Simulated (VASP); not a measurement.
**Results of a VASP single-point calculation on CdF2 (strained fluorite)**

POSCAR

```
Cd F
 1.0000000000000000
     0.2382738233000000    2.7977426203000002    2.7977426203000002
     2.7977426203000002    0.2382738233000000    2.7977426203000002
     2.7977426203000002    2.7977426203000002    0.2382738233000000
 Cd  F
   1   2
Cartesian
  0.0000000000000000 -0.0000000000000000  0.0000000000000000
  1.4372823020626426  1.4372823020626428  1.4372823020626428
  4.3964767618373575  4.3964767618373575  4.3964767618373566
```

The gap between bands v and c is 3.16 eV, the least direct gap is 3.50 eV and the largest force is 0.10 eV/Å.

Band v is the last that the valence electrons fill when counted band by band, and c is the next. Levels in eV from the top of v:

| point | v−1 | v | c | c+1 |
| --- | --- | --- | --- | --- |
| Γ | -0.34 | -0.34 | 3.16 | 11.39 |
| X | -0.20 | 0.00 | 8.21 | 9.69 |
| K | -0.54 | -0.09 | 8.00 | 10.70 |
| L | -0.15 | -0.15 | 6.78 | 8.71 |
| W | -0.69 | -0.02 | 8.26 | 11.54 |

Q: Which of these levels of theory gave these results?
A. HSE06
B. PBE with spin–orbit coupling
C. PBE0
D. PBE
E. LDA
F. r²SCAN
G. PBEsol

A: D.

The INCAR was:

```
EDIFF = 1E-7
IBRION = -1
ISMEAR = -1
SIGMA = 0.02
LASPH = .TRUE.
ENCUT = 520
PREC = Accurate
LWAVE = .FALSE.
NBANDS = 20
GGA = PE
LREAL = .FALSE.
NSW = 0
LCHARG = .FALSE.
NELM = 120
ISIF = 2
```
